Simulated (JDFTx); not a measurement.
**Ti under changes of volume**

One of the cells (17.676 Å³/atom); the others are scaled copies at fixed shape and fractional positions:

```xyz
1
Lattice="-1.6410 1.6410 1.6410 1.6410 -1.6410 1.6410 1.6410 1.6410 -1.6410" Properties=species:S:1:pos:R:3 pbc="T T T"
Ti    0.0000    0.0000    0.0000
```

This isn't the form of Ti at room conditions, which is hcp.

```yaml
Program: JDFTx 1.7.0 (patched build)
Functional: PBE
Potentials_or_basis: PseudoDojo-SR-PBE-0.5-standard
Cutoff: 1143 eV
Density_cutoff: 4572 eV
k_mesh: 11 × 11 × 11
Occupations: fermi-dirac, width 0.05 eV
Spin: no spin polarisation
```

| volume (Å³/atom) | energy over the lowest point (meV/atom) | pressure (GPa) |
| --- | --- | --- |
| 16.616 | 7.38 | 4.3 |
| 16.969 | 1.14 | 1.9 |
| 17.323 | 0.00 | -0.4 |
| 17.676 | ? | ? |
| 18.030 | 11.18 | -4.2 |
| 18.383 | 22.75 | -5.9 |
| 18.737 | 37.85 | -7.5 |

What does the run at 17.676 Å³/atom give?

Energy over the lowest point 3.49 meV/atom; pressure -2.4 GPa.

Worked out: A Birch-Murnaghan fit of order 3 (a polynomial in V^(-2/3)) to the other rows has its minimum at 17.23 Å³/atom with B0 = V·E''(V) = 105 GPa and B' = 3.5. It gives 3.47 meV/atom at 17.676 Å³/atom, against the run's 3.49, and -dE/dV = -2.6 GPa, against -2.4.

Energies are extrapolated to zero smearing.
